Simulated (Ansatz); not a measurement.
# A decomposition energy, worked out: Li5F

These are results of Ansatz, DFT PBE, scalar-relativistic, plane waves, PAW, not measurements. Settings: cutoff 420 eV, Γ-centred meshes spaced at most about 0.3 Å⁻¹, and about 0.25 Å⁻¹ or finer for metals (2π included), Gaussian smearing. No spin polarisation.

The zero of energy is the elements' standard structures at the same level (F₂ as a molecule); no fitted shifts are applied.

These are static total energies at zero pressure.

A trial structure of Li5F (reached from: random cell; relaxed: space group P4/mmm (No. 123), a = 5.855 Å, c = 3.367 Å) has a formation energy of -0.817 eV/atom. At its composition the lowest mixture among the elements and 1 reference phase computed alike (others may be missing) consists of these:

```csv
phase,source,ΔE_f (eV/atom)
Li (solid),element,-0.004
LiF (P6_3mc),Materials Project,-2.953
```

The lowest database cell of Li (-0.004) lies slightly below the reference, hence the non-zero entry.

Task: Write the balanced decomposition and find its energy per atom, per formula unit and per mole of formula units.

Result: Balancing Li and F gives Li5F → 4 Li + LiF. The left side holds 6 atoms, and the products take 4/6 (Li) and 2/6 (LiF) of them. The mixture therefore lies at 4/6 × (-0.004) + 2/6 × (-2.953) = -0.987 eV/atom. The reaction energy is -0.987 − (-0.817) = -0.170 eV/atom. Times 6 atoms that is -1.020 eV per Li5F, and times 96.485 it is -98 kJ per mole of Li5F. Decomposition is downhill, so the trial structure is unstable against this mixture.
